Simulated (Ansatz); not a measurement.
Computed with Ansatz, DFT, PBE, plane waves (420 eV) with PAW, scalar-relativistic.

An element in the bcc structure gives this curve. The cell is scaled uniformly from the relaxed one, with fractional coordinates and shape fixed. Energies are extrapolated to zero smearing, pressures are those at the given smearing. Magnetic state: spin not included.

```csv
V (Å³/atom),E − E₀ (meV/atom),P (GPa)
16.754,83.5,13.63
17.515,33.2,7.98
18.277,7.3,3.49
19.038,0.2,-0.06
19.800,7.9,-2.90
20.562,27.5,-5.21
21.323,57.0,-7.10
```

(1) Which element is it?
A. lithium
B. gold
C. arsenic
D. selenium

Results:

(1) C. Its fit is V₀ = 18.99 Å³/atom, B₀ = 80 GPa, B₀′ = 4.8.
